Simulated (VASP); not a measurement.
# Sn (I4/mmm) in VASP: a series of runs, part 2 of 2

VASP 6.6.1. The steps go on from the part before.

## 3. Single point, LDA (strain +0.0250 x Voigt [0, 0, 1, 0, 0, 0], atoms carried along)

The input, INCAR:

```
PREC = Accurate
ENCUT = 520
EDIFF = 1E-7
ISMEAR = 0
SIGMA = 0.15
LREAL = F
LASPH = T
NELM = 100
ALGO = Fast
ISIF = 2
LWAVE = F
LCHARG = F
NBANDS = 13
```

The input, KPOINTS:

```
regular mesh
0
Gamma
  18 18 18
```

The input, POSCAR:

```
Sn
1.0
   -1.8946518192      1.8946518192      1.9420181147
    1.8946518192     -1.8946518192      1.9420181147
    1.8946518192      1.8946518192     -1.9420181147
Sn
1
Direct
    0.0000000000      0.0000000000      0.0000000000
```

Potentials or basis: VASP PAW LDA potentials, release 64 (Sn_d).

Launch:

```
cat potpaw_LDA.64/Sn_d/POTCAR > POTCAR
mpirun -np 1 vasp_std > vasp.out
```

OUTCAR:

```text
PREC = Accurate
   ENCUT = 520
   EDIFF = 1E-7
   ISMEAR = 0
   LREAL = F
   LASPH = T
   NELM = 100
   ISIF = 2

 ion  position               nearest neighbor table
   1  0.000  0.000  0.000-

  LATTYP: Found a body centered tetragonal cell.
 ALAT       =     3.7893036384
 C/A-ratio  =     1.0250000000

  Lattice vectors:

 A1 = (  -1.8946518192,   1.8946518192,   1.9420181147)
 A2 = (   1.8946518192,  -1.8946518192,   1.9420181147)
 A3 = (   1.8946518192,   1.8946518192,  -1.9420181147)

Analysis of symmetry for initial positions (statically):
=====================================================================
 Subroutine PRICEL returns:
 Original cell was already a primitive cell.

 Routine SETGRP: Setting up the symmetry group for a
 body centered tetragonal supercell.

 Subroutine GETGRP returns: Found 16 space group operations
 (whereof 16 operations were pure point group operations)
 out of a pool of 16 trial point group operations.

The static configuration has the point symmetry D_4h.

Analysis of symmetry for dynamics (positions and initial velocities):
[... 164 lines left out ...]
 fundamental gap:      0.0318548948
 Fermi energy:         7.5033087084

 k-point     1 :       0.0000    0.0000    0.0000
  band No.  band energies     occupation
      1     -13.9321      2.00000
      2     -13.9321      2.00000
      3     -13.9270      2.00000
      4     -13.8065      2.00000
      5     -13.7941      2.00000
      6      -3.4109      2.00000
      7      15.0237      0.00000
      8      15.1418      0.00000
      9      15.1418      0.00000
     10      19.4644      0.00000
     11      19.7882      0.00000
     12      19.7894      0.00000
     13      19.9678      0.00000
[... 354 lines left out ...]
  band No.  band energies     occupation
      1     -13.9410      2.00000
      2     -13.9151      2.00000
      3     -13.8593      2.00000
      4     -13.8168      2.00000
      5     -13.8004      2.00000
      6      -2.5578      2.00000
      7      10.5220      0.00000
      8      12.9301      0.00000
      9      13.9822      0.00000
     10      17.2102      0.00000
     11      17.6359      0.00000
     12      19.0616      0.00000
     13      21.6937      0.00000

 [... further k-points ...]
[... 5 lines left out ...]
  --------------------------------------------------------------------------------------
  -------------------------------------------------------------------------------------
  Total       -0.7637599     -0.7637599     -0.6675020      0.0000000     -0.0000000      0.0000000
  in kB      -43.8829018    -43.8829018    -38.3522715      0.0000000     -0.0000000      0.0000000
  external PRESSURE =     -42.0393584 kB  Pullay stress =       0.0000000 kB

 VOLUME and BASIS-vectors are now :
 -----------------------------------------------------------------------------
  energy-cutoff  :      520.00
  volume of cell :       27.89
      direct lattice vectors                 reciprocal lattice vectors
    -1.894651819  1.894651819  1.942018115     0.000000000  0.263900731  0.257464128
     1.894651819 -1.894651819  1.942018115     0.263900731  0.000000000  0.257464128
     1.894651819  1.894651819 -1.942018115     0.263900731  0.263900731  0.000000000

 POSITION                                       TOTAL-FORCE (eV/Angst)
 -----------------------------------------------------------------------------------
      0.00000      0.00000      0.00000         0.000000      0.000000      0.000000
 -----------------------------------------------------------------------------------
    total drift:                               -0.000000     -0.000000     -0.000000

  FREE ENERGIE OF THE ION-ELECTRON SYSTEM (eV)
  ---------------------------------------------------
  free  energy   TOTEN  =        -4.4110034695 eV

  energy  without entropy=       -4.4046142331  energy(sigma->0) =       -4.40780885
```

OSZICAR:

```text
N       E                     dE             d eps       ncg     rms          rms(c)
DAV:   1     0.811325449319E+02    0.81133E+02   -0.72172E+03 12837   0.160E+03
DAV:   2     0.141806250493E+01   -0.79714E+02   -0.77284E+02 13435   0.340E+02
DAV:   3    -0.430142664147E+01   -0.57195E+01   -0.56983E+01 14909   0.741E+01
DAV:   4    -0.442273283381E+01   -0.12131E+00   -0.12128E+00 14784   0.116E+01
DAV:   5    -0.442698782612E+01   -0.42550E-02   -0.42549E-02 16313   0.211E+00    0.129E+00
RMM:   6    -0.441519395332E+01    0.11794E-01   -0.98142E-03 15760   0.126E+00    0.732E-01
RMM:   7    -0.441115307474E+01    0.40409E-02   -0.72877E-03 15549   0.932E-01    0.947E-02
RMM:   8    -0.441097125847E+01    0.18182E-03   -0.79549E-04 17375   0.425E-01    0.264E-02
RMM:   9    -0.441100109081E+01   -0.29832E-04   -0.30844E-04 19200   0.162E-01    0.208E-02
RMM:  10    -0.441100220022E+01   -0.11094E-05   -0.48415E-05 16542   0.104E-01    0.958E-03
RMM:  11    -0.441100280294E+01   -0.60272E-06   -0.23082E-05 18972   0.525E-02    0.571E-03
RMM:  12    -0.441100342310E+01   -0.62016E-06   -0.61707E-06 19677   0.228E-02    0.518E-03
RMM:  13    -0.441100346951E+01   -0.46407E-07   -0.61042E-07 13281   0.708E-03
   1 F= -.44110035E+01 E0= -.44078089E+01  d E =-.638924E-02
```

stdout:

```text
POSCAR found type information on POSCAR Sn
 POSCAR found :  1 types and       1 ions
 scaLAPACK will be used
 LDA part: xc-table for (Slater(with rela. corr.)+CA(PZ))
 , standard interpolation
 POSCAR, INCAR and KPOINTS ok, starting setup
 FFT: planning ... GRIDC
 FFT: planning ... GRID_SOFT
 FFT: planning ... GRID
 WAVECAR not read
 entering main loop
WARNING in EDDRMM: call to ZHEGV failed, returncode =   8  4     10
WARNING in EDDRMM: call to ZHEGV failed, returncode =   8  4     10
WARNING in EDDRMM: call to ZHEGV failed, returncode =   8  4     10
WARNING in EDDRMM: call to ZHEGV failed, returncode =   6  3     10
WARNING in EDDRMM: call to ZHEGV failed, returncode =   8  4     11
WARNING in EDDRMM: call to ZHEGV failed, returncode =   8  4     12
WARNING in EDDRMM: call to ZHEGV failed, returncode =   8  4     11
WARNING in EDDRMM: call to ZHEGV failed, returncode =   8  4     11
WARNING in EDDRMM: call to ZHEGV failed, returncode =   6  3     10
WARNING in EDDRMM: call to ZHEGV failed, returncode =   8  4     10
WARNING in EDDRMM: call to ZHEGV failed, returncode =   6  3     13
WARNING in EDDRMM: call to ZHEGV failed, returncode =   8  4     12
WARNING in EDDRMM: call to ZHEGV failed, returncode =   6  3     10
WARNING in EDDRMM: call to ZHEGV failed, returncode =   6  3     10
WARNING in EDDRMM: call to ZHEGV failed, returncode =   6  3     10
```

It took 93 s on 1 thread of Intel Xeon 6975P-C (Granite Rapids), shared host; peak memory 0.26 GiB.

What came out:

```yaml
Free_energy: -4.4110 eV
Pressure: -4.2 GPa
Band_gap_on_the_k_mesh: none (metal or under the smearing width)
```

Levels at points of the mesh, in eV from the Fermi level:
| k point | band 5 | band 6 | band 7 | band 8 | band 9 | band 10 |
| --- | --- | --- | --- | --- | --- | --- |
| (0.00, 0.00, 0.00) | -21.30 | -10.91 | 7.52 | 7.64 | 7.64 | 11.96 |
| (0.50, 0.00, 0.00) | -21.23 | -6.49 | -4.28 | 3.56 | 5.45 | 8.01 |
| (0.50, 0.50, 0.00) | -21.22 | -6.34 | -4.21 | 3.27 | 5.04 | 7.65 |
| (0.50, 0.50, 0.50) | -21.24 | -2.76 | -0.75 | -0.31 | -0.31 | 3.88 |

## 4. Single point, LDA (strain +0.0875 x Voigt [0, 0, 1, 0, 0, 0], atoms carried along)

The input, INCAR:

```
PREC     = Accurate       # precision mode
ENCUT    = 520            # plane-wave cutoff, eV
EDIFF    = 1E-6           # SCF threshold, eV
ISMEAR   = 0              # smearing method
SIGMA    = 0.15           # smearing width, eV
LREAL    = False          # projectors in reciprocal space
LASPH    = True           # aspherical terms in the spheres
NELM     = 100            # most SCF steps
ALGO     = Fast           # electronic algorithm
ISIF     = 2              # what is computed and relaxed
LWAVE    = False          # write WAVECAR
LCHARG   = False          # write CHGCAR
GGA      = CA             # functional
NBANDS   = 13             # bands
```

KPOINTS is that of step 3.

The input, POSCAR:

```
Sn
1.0
   -1.8946518192      1.8946518192      2.0604338534
    1.8946518192     -1.8946518192      2.0604338534
    1.8946518192      1.8946518192     -2.0604338534
Sn
1
Direct
    0.0000000000      0.0000000000      0.0000000000
```

Launch:

```
cat potpaw_LDA.64/Sn_d/POTCAR > POTCAR
mpirun -np 1 vasp_std > vasp.out
```

Run time: 84 s. Hardware: 1 thread of Intel Xeon 6975P-C (Granite Rapids), shared host; peak memory 0.27 GiB.

The run converged. Its results:

```yaml
Free_energy: -4.3595 eV
Pressure: -6.2 GPa
Band_gap_on_the_k_mesh: none (metal or under the smearing width)
```

Stress tensor (GPa, compression positive):
```
-6.37  0.00  0.00
 0.00 -6.37  0.00
 0.00  0.00 -5.73
```

Levels at points of the mesh, in eV from the Fermi level:
```csv
k point,band 3,band 4,band 5,band 6,band 7,band 8,band 9,band 10,band 11,band 12
"(0.00, 0.00, 0.00)",-21.42,-21.34,-21.31,-10.54,6.87,7.12,7.12,11.41,11.75,11.75
"(0.50, 0.00, 0.00)",-21.35,-21.32,-21.27,-6.55,-4.06,3.59,5.47,7.97,8.52,12.81
"(0.50, 0.50, 0.00)",-21.33,-21.31,-21.25,-6.10,-3.84,2.72,4.21,6.84,7.28,15.69
"(0.50, 0.50, 0.50)",-21.29,-21.27,-21.27,-3.24,-1.30,0.08,0.08,3.81,4.34,17.85
```

## 5. Summary

```csv
cell,further INCAR settings,gap on the mesh (eV),pressure (GPa)
"strain +0.1000 x Voigt [0, 0, 1, 0, 0, 0], atoms carried along",ALGO = Fast; EDIFF = 1e-07; NBANDS = 13,none,-6.5
"strain +0.0250 x Voigt [0, 0, 1, 0, 0, 0], atoms carried along",ALGO = Fast; EDIFF = 1e-07; NBANDS = 13,none,-4.2
"strain +0.0875 x Voigt [0, 0, 1, 0, 0, 0], atoms carried along",ALGO = Fast; EDIFF = 1e-06; NBANDS = 13,none,-6.2
```

Alike in all rows: task single point; level LDA; potentials or basis VASP PAW LDA potentials, release 64 (Sn_d); no spin polarisation; k mesh 18 × 18 × 18; cutoff (eV) 520; smearing gaussian 0.15 eV.

Absolute energies hang on the potentials; compare differences alone.
